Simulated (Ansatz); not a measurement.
# CrI3 (R-3): equation of state

How stiff is CrI3 (R-3)? Energies and pressures are computed at volumes on both sides of the relaxed cell and fitted.

Method: DFT PBE+U (U_eff = 3.7 eV on Cr 3d), scalar-relativistic, plane waves, PAW, in Ansatz 0.2.0.

The runs add the D3(BJ) dispersion term to the functional named.

### Step 1. The starting structure

The structure is trigonal, space group R-3 (No. 148). The conventional cell has a = 6.919 Å, b = 6.919 Å, c = 19.575 Å, α = 90.00°, β = 90.00°, γ = 120.00°. Around Cr (site symmetry 3) lie 6 I at 2.76 Å. I (site symmetry 1) is surrounded by 2 Cr at 2.76 Å.

Coordinates:

```cif
data_structure
_symmetry_space_group_name_H-M 'R-3:H'
_symmetry_Int_Tables_number 148
_cell_length_a 6.9193
_cell_length_b 6.9193
_cell_length_c 19.5755
_cell_angle_alpha 90.000
_cell_angle_beta 90.000
_cell_angle_gamma 120.000
_cell_volume 811.65
loop_
_atom_site_label
_atom_site_type_symbol
_atom_site_symmetry_multiplicity
_atom_site_Wyckoff_symbol
_atom_site_fract_x
_atom_site_fract_y
_atom_site_fract_z
_atom_site_occupancy
Cr1 Cr 6 c 0.66667 0.33333 0.16734 1
I1 I 18 f 0.33137 0.01239 0.24774 1
```

An earlier run at PBE+U (U_eff = 3.7 eV on Cr 3d) left this cell at 33.819 Å³/atom and -0.02 GPa (4×4×4 mesh).

Volume factors to run: 0.980, 1.020, 0.960, 1.040.

### Step 2. Volume × 0.980

input.yaml

```yaml
crystal:
  lattice:
    - [3.4364470162, 1.9840336099, 6.4813581714]
    - [-3.4364470162, 1.9840336099, 6.4813581714]
    - [0.0, -3.9680672196, 6.4813581715]
  atoms:
    - { symbol: Cr, position: [0.1659971411, 0.1659971411, 0.1659971411], spin: 3.82 }
    - { symbol: Cr, position: [0.8340028589, 0.8340028589, 0.8340028589], spin: 3.82 }
    - { symbol: I, position: [0.7646519485, 0.0712413937, 0.420888123] }
    - { symbol: I, position: [0.420888123, 0.7646519485, 0.0712413937] }
    - { symbol: I, position: [0.0712413937, 0.420888123, 0.7646519485] }
    - { symbol: I, position: [0.579111877, 0.2353480515, 0.9287586063] }
    - { symbol: I, position: [0.9287586063, 0.579111877, 0.2353480515] }
    - { symbol: I, position: [0.2353480515, 0.9287586063, 0.579111877] }
basis:
  ecutwfc: 420
  ecutrho_ratio: 4
kpoints:
  mp_grid: { grid: [4, 4, 4] }
hamiltonian:
  xc: pbe
  hubbard:
    sites:
      - { species: Cr, l: d, u_eff: 3.7, starting_ns: start.occupation_matrices }
    ns_hold: { iters: 6 }
  dispersion: d3bj
scf:
  occupations: { method: gaussian, width: 0.05 }
  lower_state_search: "off"
output:
  forces: true
  stress: true
  eigenvalues: true
  populations: true
magnetization:
  spin_polarized: true
relax:
  f_tol: 0.01
  max_steps: 40
  cell: { stress_tol: 0.1, fix: [volume] }
```

The open shells start from the occupation matrices of the run at the neighbouring geometry (file start.occupation_matrices).

Run with:

```bash
ansatz run input.yaml --threads 8 --pin off --max-ram 22528MiB --backend cpu --events-out ev --progress --plain --runs-dir out
```

The runs that follow: Volume × 1.020; Volume × 0.960; At 1.040 of the relaxed volume.

Before running it: what results should come out? Wanted: V0; B0; scatter of the fit.

The runs gave:

| quantity | value |
| --- | --- |
| V0 | 33.788 Å³/atom |
| B0 | 15.5 GPa |
| scatter of the fit | 0.000 meV/atom |

What this shows: The fitted minimum lies at 33.79 Å³/atom, and the bulk modulus is 15.5 GPa, which is soft. One per cent of compression takes about 0.16 GPa. The gap on the mesh opens from 0.45 to 0.69 eV as the cell expands over this range. These are values at 0 K without zero-point motion. With a Hubbard U or exact exchange the result depends on the state in which the open shell ends, and a lower one can't be excluded.

Spin-orbit coupling is left out, though the cell holds I; it can move the gap.
